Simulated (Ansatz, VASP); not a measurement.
# CaO (Lime) in two plane-wave programs, part 2 of 2

Wanted: the spread between two codes on one cell, functional and k mesh.

VASP 6.6.1 and Ansatz 0.2.0.

So far. Step 2 (Ansatz: single point, r2SCAN): The run ends at a pressure of 6.64 GPa. Step 3 (VASP: single point, r2SCAN): The run ends at a pressure of 4.38 GPa.

### Step 6. VASP: single point, PBE

Level of this step: PBE; plane waves and PAW (Ca_sv_GW, O_GW) (VASP).

A single point gives forces, pressure and levels at one fixed geometry, so differences don't come from the geometry; what else differs is listed under the comparison. The cell compared in this pair holds 29.55 Å³, against 26.20 Å³ for the pair before.

INCAR

```
SYSTEM = CaO
PREC = Accurate
ENCUT = 460
EDIFF = 1E-08
NELM = 100
ISMEAR = 0
SIGMA = 0.05
LREAL = .FALSE.
ALGO = Normal
GGA = PE
NBANDS = 14
LORBIT = 11
LWAVE = .TRUE.
LCHARG = .FALSE.
KPAR = 8
```

POSCAR

```
CaO
1.0
    0.0000000000      2.4536982572      2.4536982572
    2.4536982572      0.0000000000      2.4536982572
    2.4536982572      2.4536982572      0.0000000000
Ca O
1 1
Direct
    0.0000000000      0.0000000000      0.0000000000
    0.5000000000      0.5000000000      0.5000000000
```

KPOINTS

```
Automatic mesh
0
Gamma
4 4 4
0 0 0
```

The projector-augmented-wave data sets are Ca_sv_GW and O_GW (PBE family, release 64).

The run is started by

```sh
$ mpirun -np 8 vasp_std
```

Numbers of over 12 decimals in the logs are rounded to 6 here.

Output:

```text
[banner, memory and clock lines left out]
running    8 mpi-ranks, on    1 nodes
[...]
[... a notice as in an earlier step ...]

 LDA part: xc-table for (Slater+PW92), standard interpolation
 POSCAR, INCAR and KPOINTS ok, starting setup
[...]
entering main loop
       N       E                     dE             d eps       ncg     rms          rms(c)
DAV:   1     0.162275121279E+03    0.16228E+03   -0.69633E+03   224   0.107E+03
DAV:   2    -0.133230218026E+02   -0.17560E+03   -0.15965E+03   338   0.442E+02
DAV:   3    -0.217086598763E+02   -0.83856E+01   -0.81492E+01   368   0.114E+02
DAV:   4    -0.218959356522E+02   -0.18728E+00   -0.18641E+00   268   0.170E+01
[...]
DAV:  15    -0.177528146503E+02   -0.20515E-06   -0.55150E-08   260   0.365E-03    0.244E-03
DAV:  16    -0.177528146338E+02    0.16527E-07   -0.25440E-09   130   0.951E-04    0.105E-03
DAV:  17    -0.177528146336E+02    0.24352E-09   -0.54107E-10   118   0.398E-04
   1 F= -.17752815E+02 E0= -.17752815E+02  d E =-.101147E-20
 writing wavefunctions
```

From OUTCAR (step 6):

```text
  Total       -1.1717438     -1.1717438     -1.1717438     -0.0000000     -0.0000000     -0.0000000
  in kB      -63.5403765    -63.5403765    -63.5403765     -0.0000000     -0.0000000     -0.0000000
  external PRESSURE =     -63.5403765 kB  Pullay stress =       0.0000000 kB

 POSITION                                       TOTAL-FORCE (eV/Angst)
 -----------------------------------------------------------------------------------
      0.00000      0.00000      0.00000         0.000000     -0.000000      0.000000
      2.45370      2.45370      2.45370         0.000000      0.000000      0.000000
 -----------------------------------------------------------------------------------
    total drift:                                0.000000     -0.000000     -0.000000

  FREE ENERGIE OF THE ION-ELECTRON SYSTEM (eV)
  ---------------------------------------------------
  free  energy   TOTEN  =       -17.7528146336 eV

  energy  without entropy=      -17.7528146336  energy(sigma->0) =      -17.75281463

[... 1 part as in an earlier step ...]

[... 2 further parts left out ...]
[key lines of the parts left out:]
E-fermi :   4.4703
```

The run ends at a pressure of -6.35 GPa.

### Step 7. Ansatz: single point, PBE

The same cell, functional, mesh and smearing now go to Ansatz, which takes its cutoff from its data sets.

input.yaml

```yaml
crystal:
  lattice:
    - [0.0, 2.4536982572, 2.4536982572]
    - [2.4536982572, 0.0, 2.4536982572]
    - [2.4536982572, 2.4536982572, 0.0]
  atoms:
    - { symbol: Ca, position: [0.0, 0.0, 0.0] }
    - { symbol: O, position: [0.5, 0.5, 0.5] }
hamiltonian:
  xc: pbe
  pseudopotentials: { kind: paw }
kpoints:
  mp_grid: { grid: [4, 4, 4] }
scf:
  occupations: { method: gaussian, width: 0.05 }
  n_extra_bands: 4
output:
  forces: true
  stress: true
  eigenvalues: true
```

The run is started by

```sh
$ ansatz run input.yaml --threads 2 --pin off --max-ram 4608MiB --backend cpu --events-out ev --progress --plain --runs-dir out
```

Output:

```text
[...]
Crystal: 2 atoms, lattice volume = 29.546 Å³
Basis set: ecut = 420 eV, 561 PW (Γ), exchange–correlation on 48×48×48 points (8 copies of the dense FFT grid, shifted against one another)
Bands: 12, of which v1, the nominal top of the filled ones, is band 8 counted from 1 (7 counted from 0)
Symmetry: 48 space group operations
[...]
k-points: 8 of 64
[...]
--- Band table (eV; the first three rows and the last of 8) ---
  k-point 0: bands = [... 4 lower, -8.3643, 7.0357, 7.0357, 7.0357, 11.2711, 13.1046, 13.1046, 13.1046]
  k-point 1: bands = [... 4 lower, -7.8472, 5.5778, 6.4459, 6.4459, 13.0806, 13.3894, 13.9822, 13.9822]
  k-point 2: bands = [... 4 lower, -7.4143, 4.5497, 5.9580, 5.9580, 13.7954, 15.0455, 15.0456, 15.0663]
  k-point 7: bands = [... 4 lower, -7.8479, 5.8499, 5.9866, 5.9866, 13.1550, 13.1550, 14.9919, 16.1473]
[key lines of the parts left out:]
SCF converged after 6 iterations
Free energy (F): -2387.698912 eV
Fermi energy:    8.862677 eV
P = ⅓ Tr σ = -4.4669 GPa (-44.669 kbar)
```

The job ended after 0.49 s (2 threads of Arm Neoverse N1, shared host; peak memory 0.25 GiB).

The run ends at a pressure of -4.47 GPa.

### Step 8. Side by side

What differs besides the data sets and the points named for the pairs above, as far as they apply: the cutoff is 420 eV in Ansatz and 460 eV in VASP; VASP leaves aspherical gradient terms in its spheres out (LASPH is not set), Ansatz keeps them. Total energies have different zeros and are not compared.

Both answers:

| quantity | Ansatz | VASP | difference |
| --- | --- | --- | --- |
| gap on the k mesh (eV) | 3.654 | 3.655 | -0.001 |

Not compared: the pressure (VASP's GW data sets at this cutoff don't carry it). A gap on the mesh is an upper bound, since the band edges may lie between its points.

### Step 9. What the set-up changes

Further runs change the set-up of one program: Ansatz's method, potentials or start, or VASP's data sets, cutoff or form of LDA. The table gives Ansatz less VASP for each quantity, since a change that brings one quantity closer may part another.

| run | gap on the k mesh (eV) |
| --- | --- |
| as above | -0.0011 |
| Ansatz's all-electron LAPW method | -0.0034 |
| Ansatz's larger PAW set (cutoff 900 eV) | -0.0033 |
| norm-conserving potentials (cutoff 1240 eV) | -0.0054 |

### Step 10. Outcome

| Quantity | Value |
| --- | --- |
| difference in gap on the k mesh (single point, r2SCAN) | -0.0060 eV |
| difference in gap on the k mesh (single point, PBE) | -0.0011 eV |

In words: The difference in gap on the k mesh is -0.0060 eV (single point, r2SCAN), within the 0.08 eV picked in this series as the mark of a large difference. Single point, r2SCAN, cores kept as stored: the difference in gap on the k mesh goes from -0.0060 to -0.0033 eV. Single point, r2SCAN, Ansatz's larger PAW set (cutoff 900 eV): the difference in gap on the k mesh goes from -0.0060 to -0.0083 eV. Single point, r2SCAN, norm-conserving potentials (cutoff 1290 eV): the difference in gap on the k mesh goes from -0.0060 to -0.0090 eV. Single point, PBE, Ansatz's all-electron LAPW method: the difference in gap on the k mesh goes from -0.0011 to -0.0034 eV. Single point, PBE, Ansatz's larger PAW set (cutoff 900 eV): the difference in gap on the k mesh goes from -0.0011 to -0.0033 eV. How closely two codes agree says nothing of how well the functional describes the real material.

[Lines on the potential files, build, host, timing and source positions are cut from VASP's logs without a mark.]

[Logs are printed without paths, hosts, clocks, repeated set-up lines and the standing remarks that a program may print on its own settings, such as how far it seeks lower states.]

[Hosts, paths, dates, database ids (printed as entryN), source tags and the programs' standing remarks are cut or masked in the printed files.]
